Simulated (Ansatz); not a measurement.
This Ge structure is the end of a relaxation. The cell was found from a structure generator's guess, not taken from experiment.

Computed with DFT PBE, scalar-relativistic, plane waves, PAW (Ansatz 0.2.0). Cutoff 420 eV, Γ-centred mesh, Gaussian smearing, no spin polarisation.

```
CELL_PARAMETERS angstrom
2.03178 1.17305 10.01560
-2.03178 1.17305 10.01560
0.00000 -2.34610 10.01560
ATOMIC_POSITIONS crystal
Ge 0.23587 0.23587 0.23587
Ge 0.45861 0.45861 0.45861
Ge 0.68063 0.68063 0.68063
Ge 0.31937 0.31937 0.31937
Ge 0.76413 0.76413 0.76413
Ge 0.54139 0.54139 0.54139
```

Energies count from the standard state of Ge at the same level.

**Question.** Find its symmetry and describe it.

**Answer.** R-3m (No. 166). Conventional cell: a = 4.064 Å, c = 30.047 Å. Ge on its first site is surrounded by 4 Ge at 2.49–2.51 Å; Ge on its second site is surrounded by 4 Ge at 2.49 Å; Ge on its third site is surrounded by 4 Ge at 2.49–2.51 Å.

**Question.** How far does it lie from the standard state of Ge?

**Answer.** +0.01 eV/atom. It lies above the standard state, so it could only be metastable.

**Question.** Is it a metal?

**Answer.** There is no gap on the 12×12×12 mesh, but valence and conduction bands overlap by only 0.20 eV, so at this level it is a semimetal.

**Question.** From what recipe could a structure generator have reached it?

**Answer.** One such recipe: 4-connected net of one element (R-3m, No. 166). Other recipes can lead to the same cell.

The last run used a 12×12×12 mesh for its 6-atom cell and Gaussian smearing of 0.10 eV. The zero gap may come from the functional, which often closes small gaps. A structure relaxed within its symmetry needn't be a true minimum.
